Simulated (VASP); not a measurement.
# Rb: intraband terms of a metal's spectrum

Rb, Im-3m (no. 229), 1 atom in the cell. PBE, independent-particle dielectric function; PAW potentials Rb_sv (PBE set).

## Input

INCAR.step1:
```
PREC     = Accurate       # precision mode
ENCUT    = 260            # plane-wave cutoff, eV
ISMEAR   = 1              # smearing method
SIGMA    = 0.1            # smearing width, eV
EDIFF    = 1E-7           # SCF threshold, eV
LASPH    = True           # aspherical terms in the spheres
KPAR     = 4            
LWAVE    = False          # write WAVECAR
LCHARG   = True           # write CHGCAR
LMAXMIX  = 4              # l up to which the mixer works
```

INCAR.step2:
```
PREC     = Accurate       # precision mode
ENCUT    = 260            # plane-wave cutoff, eV
ISMEAR   = 0              # smearing method
SIGMA    = 0.3            # smearing width, eV
EDIFF    = 1E-6           # SCF threshold, eV
LASPH    = True           # aspherical terms in the spheres
KPAR     = 4            
LWAVE    = True           # write WAVECAR
LCHARG   = False          # write CHGCAR
LMAXMIX  = 4              # l up to which the mixer works
ICHARG   = 11             # starting density
NBANDS   = 18             # bands
NEDOS    = 3000           # points of the DOS
OMEGAMAX = 30           
CSHIFT   = 0.1           
```

INCAR.step3, as INCAR.step2 but for:
```
- LWAVE = True
+ LWAVE = False
+ LOPTICS = True
+ ALGO = None
+ NELM = 1
+ ISTART = 1
```

INCAR.step4, as INCAR.step3 but for:
```
+ WPLASMAI = 0.03
```

INCAR.step5 to INCAR.step6 change the same tag again: WPLASMAI = 0.1, 0.3.

INCAR.step7, as INCAR.step6 but for:
```
- WPLASMAI = 0.3
+ RTIME = 1
```

INCAR.step8, as INCAR.step7 but for:
```
- RTIME = 1
+ RTIME = 40
```

INCAR.step9, as INCAR.step8 but for:
```
- RTIME = 40
+ LNABLA = True
```

INCAR.step10, as INCAR.step9 but for:
```
- ISMEAR = 0
- LNABLA = True
+ ISMEAR = -5
```

KPOINTS.step1:
```
k-points
0
Gamma
  7 7 7
```

KPOINTS.step2:
```
k-points
0
Gamma
  17 17 17
```

POSCAR:
```
Rb
1.0
   -2.8025000000      2.8025000000      2.8025000000
    2.8025000000     -2.8025000000      2.8025000000
    2.8025000000      2.8025000000     -2.8025000000
Rb
1
Direct
    0.0000000000      0.0000000000      0.0000000000
```

Commands (each step's output is kept before the next begins):
```
cat potpaw_PBE.64/Rb_sv/POTCAR > POTCAR
cp INCAR.step1 INCAR
cp KPOINTS.step1 KPOINTS
mpirun -np 4 vasp_std > vasp.out
cp INCAR.step2 INCAR
cp KPOINTS.step2 KPOINTS
mpirun -np 4 vasp_std > vasp.out
cp INCAR.step3 INCAR
mpirun -np 4 vasp_std > vasp.out
cp INCAR.step4 INCAR
mpirun -np 4 vasp_std > vasp.out
cp INCAR.step5 INCAR
mpirun -np 4 vasp_std > vasp.out
cp INCAR.step6 INCAR
mpirun -np 4 vasp_std > vasp.out
cp INCAR.step7 INCAR
mpirun -np 4 vasp_std > vasp.out
cp INCAR.step8 INCAR
mpirun -np 4 vasp_std > vasp.out
cp INCAR.step9 INCAR
mpirun -np 4 vasp_std > vasp.out
cp INCAR.step10 INCAR
mpirun -np 4 vasp_std > vasp.out
```

## Result

- Bands: 18

One ground state, settings moved in the last step alone:

| Settings | Plasma frequency (eV) | Im ε at 0.5 eV | Im ε at 1 eV | Im ε at 2 eV | Im ε at 4 eV | Time (s) |
|---|---|---|---|---|---|---|
| interband part alone | 3.72 | 1.2 | 1.1 | 0.5 | 0.2 | 11 |
| Drude term, WPLASMAI 0.03 | 3.72 | 4.5 | 1.5 | 0.6 | 0.2 | 12 |
| Drude term, WPLASMAI 0.1 | 3.72 | 11.8 | 2.4 | 0.7 | 0.2 | 12 |
| Drude term, WPLASMAI 0.3 | 3.72 | 25.6 | 4.9 | 1.0 | 0.2 | 12 |
| relaxation time RTIME 1 fs | 3.72 | 27.8 | 7.4 | 1.5 | 0.3 | 14 |
| relaxation time RTIME 40 fs | 3.72 | 3.0 | 1.3 | 0.5 | 0.2 | 13 |
| transversal form (LNABLA) | 3.73 | 1.2 | 1.1 | 0.5 | 0.2 | 13 |
| tetrahedron method | – | – | – | – | – | no result |

VASP 6.6.1 took 126 s on 4 cores (Intel Xeon Platinum 8259CL @ 2.50GHz (Skylake/Cascade Lake)), a shared host.
